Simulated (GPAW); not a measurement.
Write an ASE script for GPAW 26.7.0 that does the following.

```yaml
Task: relaxation of cell and atoms
Functional: PW91
Potentials_or_basis: PAW data sets generated in the run's folder for this functional
Cutoff: 600 eV
Basis: pw
k_mesh: 8 × 8 × 4
Occupations: fermi-dirac, width 0.05 eV
Spin: collinear spin, ferromagnetic start
Starting_moments: "[1.0, 1.0] μB"
Maxiter: 150
Optimizer: FIRE
Fmax: 0.02 eV/Å
Max_steps: 100
Convergence: density=1e-06 energy=1e-06 eigenstates=1e-10
```

The structure of Ni lies in Ni.cif:

```cif
data_Ni
_cell_length_a 2.44802290
_cell_length_b 2.44802290
_cell_length_c 4.07280757
_cell_angle_alpha 90.00000000
_cell_angle_beta 90.00000000
_cell_angle_gamma 120.00000000
_space_group_name_H-M_alt 'P1'
_space_group_name_Hall 'P 1'
_space_group_IT_number 1
loop_
_space_group_symop_operation_xyz
'x,y,z'
loop_
_atom_site_label
_atom_site_type_symbol
_atom_site_symmetry_multiplicity
_atom_site_Wyckoff_symbol
_atom_site_fract_x
_atom_site_fract_y
_atom_site_fract_z
_atom_site_occupancy
Ni1 Ni 1 a 0.6666666667 0.3333333333 0.7500000000 1
Ni2 Ni 1 a 0.3333333333 0.6666666667 0.2500000000 1
```

This isn't the form of Ni at room conditions, which is fcc.

These files were run (other wordings do the same):

run.py

```python
from ase.filters import FrechetCellFilter
from ase.io import read, write
from ase.optimize import FIRE
from gpaw import GPAW, PW, setup_paths

setup_paths.insert(0, '.')

atoms = read('Ni.cif')
atoms.set_initial_magnetic_moments([1.0, 1.0])

calc = GPAW(mode=PW(600),
            xc='GGA_X_PW91+GGA_C_PW91',
            kpts={'size': (8, 8, 4), 'gamma': True},
            occupations={'name': 'fermi-dirac', 'width': 0.05},
            nbands=29,
            convergence={'density': 1e-06, 'energy': 1e-06, 'eigenstates': 1e-10},
            maxiter=150,
            txt='gpaw.txt')
atoms.calc = calc
opt = FIRE(FrechetCellFilter(atoms), trajectory='relax.traj', logfile='-')
done = opt.run(fmax=0.02, steps=100)
calc.write('gs.gpw')
write('result.traj', atoms)
print('Converged:', done)
print('Cell:', atoms.cell.cellpar().round(4))
print('Volume:', round(atoms.get_volume(), 4))
print(atoms.get_scaled_positions().round(5))
```

Potentials or basis: PAW data sets generated in the run's folder for this functional, pw.

Launch:

```console
$ gpaw-setup -f GGA_X_PW91+GGA_C_PW91 Ni
$ OMP_NUM_THREADS=1 python run.py
```

It gave:

```yaml
Relaxed_volume: 10.99 Å³/atom
Relaxed_cell: a = 2.493 Å, b = 2.493 Å, c = 4.083 Å, α = 90.00°, β = 90.00°, γ = 120.00°
Space_group_after_relaxing_to_0.05_Å: P6_3/mmc (No. 194)
Energy_gained_by_relaxing: 12.9 meV/atom
Ionic_steps: 18
Pressure_after_relaxing: 0.3 GPa
Band_gap_on_the_k_mesh: none (metal or under the smearing width)
Net_moment: 1.24 μB per cell
Site_moments: Ni +0.66 μB
```

Caveat: the k mesh is coarse (spacing up to 0.39 Å⁻¹), so the values aren't converged; each step starts from the last one's moments, so a moment once lost doesn't come back; the stock nickel data set gives pressures a few GPa off other programs; later steps reuse the first step's grids.

It took 9.4 min on 1 thread of Intel(R) Xeon(R) Platinum 8259CL CPU @ 2.50GHz (Skylake/Cascade Lake) (shared host), peak memory 0.28 GiB.
